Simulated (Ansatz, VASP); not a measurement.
## C in VASP and in Ansatz

```
CELL_PARAMETERS angstrom
2.21609 -3.79837 0.08840
2.21609 3.79837 0.08840
-0.21324 0.00000 1.26443
ATOMIC_POSITIONS crystal
C 0.50000 0.50000 0.50000
```

Alike in both runs: functional PBE; k mesh 20 × 20 × 42; occupations gaussian, width 0.1 eV; no spin polarisation.

Ansatz relaxed the structure, and its values are those at the end. VASP's run is a single point on that final structure, the one shown.

```csv
,VASP,Ansatz
version,VASP 6.6.1,Ansatz 0.2.0
potentials or method,"VASP PAW PBE potentials, release 64 (C)","scalar-relativistic, plane waves, PAW"
plane-wave cutoff (eV),520,420
valence electrons in the cell,4,4
```

Ansatz gave:

| Quantity | Value |
| --- | --- |
| gap on the k mesh at the Fermi level (eV) | none |
| pressure (GPa) | 0.0 |

**Question.** Which values does VASP return?

**Answer.** gap on the k mesh at the Fermi level (eV): none; pressure (GPa): -0.1.

A gap of «none» marks a metal or a gap that the smearing closes. The functional is the same, so the differences come from potentials, cutoffs and numerics.
